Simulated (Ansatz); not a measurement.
Here is an Ansatz input file for TiO₂, space group R-3m. Write the same calculation for the Python package.

```yaml
crystal:
  lattice:
    - [1.497331, 0.864485, 6.981544]
    - [-1.497331, 0.864485, 6.981544]
    - [0.0, -1.728969, 6.981544]
  atoms:
    - { symbol: Ti, position: [0.0, 0.0, 0.0] }
    - { symbol: O, position: [0.620467, 0.620467, 0.620467] }
    - { symbol: O, position: [0.379533, 0.379533, 0.379533] }
basis:
  ecutwfc: 420.0
kpoints:
  mp_grid:
    grid: [10, 10, 10]
hamiltonian:
  xc: pbesol
  pseudopotentials:
    kind: paw
scf:
  occupations:
    method: fixed
elastic:
  mode: clamped_ion
```

Script `tio2_elastic.py`:
```python
"""Stiffness tensor and moduli of TiO2."""

import ansatz as az
import numpy as np

config = {
    "ecut": 420,
    "smearing": "fixed",
    "mesh": (10, 10, 10),
}


def main() -> None:
    tio2 = (
        az.Lattice.of((1.497331, 0.864485, 6.981544), (-1.497331, 0.864485, 6.981544), (0.0, -1.728969, 6.981544))
        .atom("Ti", (0.0, 0.0, 0.0))
        .atom("O", (0.620467, 0.620467, 0.620467))
        .atom("O", (0.379533, 0.379533, 0.379533))
    )

    job = tio2.calculation()
    job = job.functional(az.Functional.PBESOL)
    job = job.pseudopotentials("paw")
    job = job.basis(config["ecut"]).occupations(config["smearing"])
    job = job.kpoints(*config["mesh"])
    out = job.elastic("clamped_ion").run(threads=1, backend="cpu")
    elastic = out.elastic

    C = np.asarray(elastic.c_gpa)
    for i in range(6):
        for j in range(i, 6):
            if abs(C[i, j]) > 0.05:
                print(f"C{i + 1}{j + 1} = {C[i, j]:.1f} GPa")
    print("smallest eigenvalue of C:", round(elastic.stability.min_eigenvalue_gpa, 1), "GPa; tensor positive definite:", elastic.stability.min_eigenvalue_gpa > 0)
    # averaged moduli need a positive definite tensor
    if elastic.stability.min_eigenvalue_gpa > 0:
        m = elastic.moduli
        anisotropy = 5 * m.g_voigt_gpa / m.g_reuss_gpa + m.k_voigt_gpa / m.k_reuss_gpa - 6
        print(f"Voigt K {m.k_voigt_gpa:.1f} G {m.g_voigt_gpa:.1f}; Reuss K {m.k_reuss_gpa:.1f} G {m.g_reuss_gpa:.1f}; universal anisotropy index {anisotropy:.3f}")


if __name__ == "__main__":
    main()
```

`python tio2_elastic.py` gives:
```text
C11 = 264.0 GPa
C12 = 90.0 GPa
C13 = 60.1 GPa
C14 = -3.1 GPa
C22 = 264.0 GPa
C23 = 60.1 GPa
C24 = 3.1 GPa
C33 = 105.3 GPa
C44 = 73.2 GPa
C55 = 73.2 GPa
C56 = -3.1 GPa
C66 = 87.0 GPa
smallest eigenvalue of C: 72.5 GPa; tensor positive definite: True
Voigt K 117.7 G 74.7; Reuss K 93.2 G 67.4; universal anisotropy index 0.801
```

What to keep in mind:
- The run is spin-unpolarised.
- Under fixed occupations the level called the Fermi level is the highest filled one on the SCF mesh; off the mesh a filled band can lie a little above it.
- A positive definite tensor excludes instabilities under uniform strain alone; phonons elsewhere in the zone can still be imaginary.
- The cell stands under -4.3 GPa at these settings.
- The cell stands under an uneven stress, so these stress-strain coefficients aren't symmetric, and eigenvalues smaller than that stress decide nothing.
- These are clamped-ion constants: where atoms have free coordinates under strain, the relaxed-ion ones can be far smaller or negative, so this tensor doesn't settle whether the crystal is stable.
- The structure comes from a database of computed cells and needn't be a stable or known phase.
- The constants belong to the cell that was strained; where it wasn't relaxed first it may be under stress.
- Hardware and time: 3.2 min on 1 thread of Arm Neoverse V1 (shared host), peak memory 0.63 GiB.

(A comment or docstring line of the script was reworded after the run, the code is as it ran; lines on the test bed's own set-up are left out of the output.)
